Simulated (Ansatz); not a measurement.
The system is Bi.

```
Bi
1.0
    -1.98143    1.98143    1.98143
     1.98143   -1.98143    1.98143
     1.98143    1.98143   -1.98143
Bi
1
Direct
  0.00000 0.00000 0.00000
```

This isn't the form of Bi at room conditions, which is rhombohedral.

Base run:

```yaml
Program: Ansatz 0.2.0
Functional: revPBE
Potentials_or_basis: Ansatz PAW
Cutoff: "420 eV (not typed: the program's choice for these potentials)"
k_mesh: 9 × 9 × 9
Occupations: fermi-dirac, width 0.05 eV
Spin: no spin polarisation
```

Its results: band gap on the k mesh none (metal or under the smearing width); pressure 1.9 GPa.

Task: The run is repeated on the same cell with these changes: functional from revPBE to LDA. What comes out?

Result: Band gap on the k mesh none (metal or under the smearing width); pressure -3.3 GPa.

LDA binds more tightly than revPBE, so the same cell stands under less pressure.

Caveats: spin-orbit coupling is left out, which moves the levels of the heavy elements; the PAW data sets come from PBE, with cores solved anew for the run's functional, which leaves a small shift of forces and pressure.
